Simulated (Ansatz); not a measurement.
How an unstable CsH2 structure lowers its energy

All numbers below come from DFT PBE, scalar-relativistic, plane waves, PAW (Ansatz 0.2.0). All cells share a 420 eV cutoff and Γ-centred k meshes spaced at most 0.3 Å⁻¹ (0.19 for metals, 2π included).

The start was the Cu2Sb type (P4/nmm, No. 129), relaxed within its symmetry. A cell of 6 atoms (1 times the primitive one) was then disturbed at random, relaxed without symmetry and relaxed once more on a fine mesh. The k mesh leaves about 4 meV/atom of noise in metals.

Before:

Space group P4/nmm:1 (No. 129). a = 3.972 Å, b = 3.972 Å, c = 7.828 Å, α = 90.00°, β = 90.00°, γ = 90.00°
| atom | site | symmetry | x | y | z |
| --- | --- | --- | --- | --- | --- |
| Cs | 2c | 4mm | 0.0000 | 0.5000 | 0.7562 |
| H | 2a | -4m2 | 0.0000 | 0.0000 | 0.0000 |
| H | 2c | 4mm | 0.0000 | 0.5000 | 0.0921 |

After:

Space group P-1 (No. 2). a = 5.041 Å, b = 5.381 Å, c = 8.651 Å, α = 94.15°, β = 90.52°, γ = 92.06°
| atom | site | symmetry | x | y | z |
| --- | --- | --- | --- | --- | --- |
| Cs | 2i | 1 | 0.2542 | 0.7737 | 0.7380 |
| H | 2i | 1 | 0.7539 | 0.6008 | 0.9776 |
| H | 2i | 1 | 0.2518 | 0.5270 | 0.0709 |

Is this a distortion of the same structure or a reconstruction, and what lowers the energy?

A reconstruction, from P4/nmm (No. 129) to P-1 (No. 2). The Cs–H bonds of 2.63 Å break.

What does it gain?

547 meV/atom, with the volume going from 20.59 to 38.99 Å³/atom. Against the elements the energy goes from 0.56 to 0.02 eV/atom, so the compound stays hypothetical.

Cost: 4 runs of about 12 core-minutes in all, on Arm Neoverse V1 (shared hosts).